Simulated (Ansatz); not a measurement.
Sn in Ansatz: the effect of functional

Crystal: Sn.

```
Sn
1.0
    -1.73797    1.78731    2.35383
     1.73797   -1.78731    2.35383
     1.73797    1.78731   -2.35383
Sn
1
Direct
  0.00000 0.00000 0.00000
```

This isn't the form of Sn at room conditions, which is tetragonal (white tin).

The cell isn't the ideal one: volume scaled by 1.02.

Alike in all runs:

| Quantity | Value |
| --- | --- |
| Program | Ansatz 0.2.0 |
| Task | single point |
| Potentials or basis | Ansatz PAW |
| k mesh | 11 × 11 × 11 |
| Occupations | fermi-dirac, width 0.05 eV |
| Spin | no spin polarisation |

| functional | cutoff | pressure (GPa) |
| --- | --- | --- |
| LDA | 420 eV (not typed: the program's choice for these potentials) | ? |
| PBEsol | 420 eV (not typed: the program's choice for these potentials) | -4.3 |
| r2SCAN | 500 eV (not typed: the program's choice for these potentials) | -3.0 |

Task: What does the run with functional LDA give?

Result: Pressure -5.5 GPa.

Caveats: the PAW data sets come from PBE, with cores solved anew for the run's functional, which leaves a small shift of forces and pressure.
